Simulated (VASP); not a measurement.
Set up this calculation in VASP 6.6.1, as the native input.

* Task: relaxation of cell and atoms
* Functional: PBE
* Potentials or basis: VASP PAW PBE potentials, release 64 (Al, O)
* Cutoff: 600 eV
* k mesh: 4 × 4 × 4
* Occupations: fermi-dirac, width 0.05 eV
* Spin: no spin polarisation
* Further INCAR settings: ALGO = Normal; EDIFF = 1e-06; IBRION = 2; EDIFFG = -0.01; NSW = 40; ISIF = 3

The structure of Al2O3 lies in POSCAR:

```
Al2O3
1.0
    2.7481872800      0.0000000000      4.3310000000
   -1.3740936400      2.3800000000      4.3310000000
   -1.3740936400     -2.3800000000      4.3310000000
Al O
4 6
Direct
    0.3522000000      0.3522000000      0.3522000000
    0.1478000000      0.1478000000      0.1478000000
    0.6478000000      0.6478000000      0.6478000000
    0.8522000000      0.8522000000      0.8522000000
    0.5563000000     -0.0563000000      0.2500000000
   -0.0563000000      0.2500000000      0.5563000000
    0.2500000000      0.5563000000     -0.0563000000
    0.4437000000      1.0563000000      0.7500000000
    1.0563000000      0.7500000000      0.4437000000
    0.7500000000      0.4437000000      1.0563000000
```

The cell was built by a generator and needn't be a form met in nature.

The input as run:

INCAR

```
SYSTEM = Al2O3
ALGO     = Normal         ! electronic algorithm
EDIFF    = 1E-6           ! SCF threshold, eV
EDIFFG   = -0.01          ! ionic threshold
ENCUT    = 600            ! plane-wave cutoff, eV
GGA      = PE             ! functional
IBRION   = 2              ! ionic algorithm
ISIF     = 3              ! what is computed and relaxed
ISMEAR   = -1             ! smearing method
LASPH    = .True.         ! aspherical terms in the spheres
LCHARG   = .False.        ! write CHGCAR
LREAL    = .False.        ! projectors in reciprocal space
LWAVE    = .False.        ! write WAVECAR
NELM     = 80             ! most SCF steps
NSW      = 40             ! ionic steps
PREC     = Accurate       ! precision mode
SIGMA    = 0.05           ! smearing width, eV
```

KPOINTS

```
k-points
0
Gamma
  4 4 4
  0 0 0
```

Potentials or basis: VASP PAW PBE potentials, release 64 (Al, O).

Launch:

```sh
$ cat potpaw_PBE.64/Al/POTCAR potpaw_PBE.64/O/POTCAR > POTCAR
$ mpirun -np 1 vasp_std > vasp.out
```

Results of the run:

```json
{
  "Relaxed volume": "8.74 Å³/atom",
  "Relaxed cell": "a = 5.177 Å, b = 5.177 Å, c = 5.177 Å, α = 55.30°, β = 55.30°, γ = 55.30°",
  "Space group after relaxing (to 0.05 Å)": "R-3c (No. 167)",
  "Energy gained by relaxing": "5.2 meV/atom",
  "Ionic steps": "5",
  "Pressure after relaxing": "0.1 GPa",
  "Band gap on the k mesh": "5.88 eV, direct"
}
```

Wall time 3.8 min on 1 thread of Intel(R) Xeon(R) Platinum 8375C CPU @ 2.90GHz (Ice Lake), with other jobs on the host, peak memory 0.26 GiB.
